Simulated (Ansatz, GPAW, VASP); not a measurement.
**MgS: programs and potentials compared**

```
S Mg
1.0
     0.00000    2.83312    2.83312
     2.83312    0.00000    2.83312
     2.83312    2.83312    0.00000
S Mg
1 1
Direct
  0.25000 0.25000 0.25000
  0.00000 0.00000 0.00000
```

The cell comes from a database or a generator and needn't be the stable form of this composition.

Alike in all runs: task single point; functional LDA; k mesh 8 × 8 × 8; occupations gaussian, width 0.05 eV; no spin polarisation; no spin-orbit coupling. LDA stands for any of its common fits. Pressure is positive in compression and, in plane waves, holds the error of the finite cutoff, which Ansatz's Pulay term estimates and takes out.

| program and potentials | plane-wave cutoff (eV) | notes | band gap (eV) | pressure (GPa) |
| --- | --- | --- | --- | --- |
| Ansatz, Ansatz PAW | 420 | potentials made for PBE, which Ansatz adapts in part; 8 valence electrons an atom on average | 3.17 | -2.19 |
| VASP, LDA PAW files Mg, S, 500 eV | 500 | 4 valence electrons an atom on average | 3.18 | -2.54 |
| GPAW, the program's PAW data sets (release 1.2.1) made for this functional | 800 | 8 valence electrons an atom on average | 3.17 | -2.19 |
| VASP, LDA PAW files Mg, S, release 54, 520 eV | 520 | 4 valence electrons an atom on average | 3.18 | -2.50 |
| Ansatz, all-electron LAPW, scalar-relativistic | - | - | ? | ? |

Question: Estimate from the other rows what the run with Ansatz, all-electron LAPW, scalar-relativistic gave.

Answer: Band gap 3.17 eV; pressure -2.17 GPa. The other rows, which needn't bracket it: band gap 3.17 to 3.18; pressure -2.54 to -2.19.
